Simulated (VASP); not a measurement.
Crystal: CdS.

```xyz
2
Lattice="0.0000 2.7532 2.7532 2.7532 0.0000 2.7532 2.7532 2.7532 0.0000" Properties=species:S:1:pos:R:3 pbc="T T T"
Cd    0.0000    0.0000    0.0000
S     2.7532    2.7532    2.7532
```

Measurements of this composition are mostly on another form, of space group No. 186.

Base run:

```yaml
Program: VASP 6.6.1
Functional: PBEsol
Potentials_or_basis: VASP PAW PBE potentials, release 64 (Cd, S)
Cutoff: 520 eV
k_mesh: 8 × 8 × 8
Occupations: gaussian, width 0.1 eV
Spin: no spin polarisation
```

Its results: band gap on the k mesh 0.14 eV, indirect (least direct gap 1.42 eV); pressure -4.0 GPa.

Question: The run is repeated on the same cell with these changes: functional from PBEsol to RPBE. What comes out?

Answer: Band gap on the k mesh 0.37 eV, indirect (least direct gap 1.66 eV); pressure 2.5 GPa.

RPBE binds less tightly than PBEsol, so the same cell stands under more pressure.

Caveats: the PAW data sets were made with another functional, which shifts forces and pressure a little.

A k mesh can miss the band edges.
